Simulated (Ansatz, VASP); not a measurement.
# One calculation of TaN, two programs

```
Ta N
1.0
     0.00000    2.21132    2.21132
     2.21132    0.00000    2.21132
     2.21132    2.21132    0.00000
Ta N
1 1
Direct
  0.50000 0.50000 0.50000
  0.00000 0.00000 0.00000
```

The cell comes from a database or a generator and needn't be the stable form of this composition.

Alike in both runs: task single point; functional PBE; k mesh 10 × 10 × 10; occupations gaussian, width 0.018 eV; no spin polarisation.

|  | VASP | Ansatz |
| --- | --- | --- |
| version | VASP 6.6.1 | Ansatz 0.2.0 |
| potentials or method | VASP PAW PBE potentials, release 64 (Ta_pv, N), cutoff 520 eV | all-electron LAPW, scalar-relativistic |

Ansatz gave:

- gap on the k mesh at the Fermi level (eV): none
- pressure (GPa): -1.2

Question: What did VASP give for the same quantities?

Answer: gap on the k mesh at the Fermi level (eV): none; pressure (GPa): -0.6.

A gap of «none» marks a metal or a gap that the smearing closes. Ansatz ran all-electron here, so the differences hold the error of VASP's frozen core and of both bases.

Spin-orbit coupling is left out, which matters for the levels of Ta.
